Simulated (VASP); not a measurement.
MgS:

```
Mg S
1.0
     3.69795    0.00000    0.00000
    -1.84897    3.20252    0.00000
     0.00000    0.00000    6.03875
Mg S
2 2
Direct
  0.00000 0.00000 0.00000
  0.33333 0.66667 0.50000
  0.66667 0.33333 0.25000
  0.66667 0.33333 0.75000
```

The cell was built by a generator and needn't be a form met in nature.

* Program: VASP 6.6.1
* Task: relaxation of cell and atoms
* Functional: PBE
* Potentials or basis: VASP PAW PBE potentials, release 64 (Mg, S)
* Cutoff: 600 eV
* k mesh: 9 × 9 × 6
* Occupations: gaussian, width 0.02 eV
* Spin: no spin polarisation

At the start: pressure 4.9 GPa; volume 17.88 Å³/atom.

Where does the relaxation end?

Over 7 steps the energy falls by 97.1 meV/atom and the volume is 18.57 Å³/atom (+3.9 %); space group P6_3/mmc (No. 194, to 0.05 Å).

The path:
```
step  energy change (eV)  largest force (eV/Å)  pressure (GPa)  volume (Å³)
   1              0.0000                0.0000            4.94        71.52
   2             -0.3597                0.0000           -2.49        77.02
   3             -0.3791                0.0000           -1.31        75.90
   4             -0.3791                0.0000           -1.41        75.99
   5             -0.3882                0.0000           -0.11        74.39
   6             -0.3882                0.0000           -0.06        74.35
   7             -0.3883                0.0000            0.01        74.29
```

Final structure:
```yaml
crystal:
  lattice:
    - [3.61695, 0.00000, 0.00000]
    - [-1.80848, 3.13237, 0.00000]
    - [0.00000, 0.00000, 6.55682]
  atoms:
    - { symbol: Mg, position: [0.00000, 0.00000, 0.00000] }
    - { symbol: Mg, position: [0.33333, 0.66667, 0.50000] }
    - { symbol: S, position: [0.66667, 0.33333, 0.25000] }
    - { symbol: S, position: [0.66667, 0.33333, 0.75000] }
```
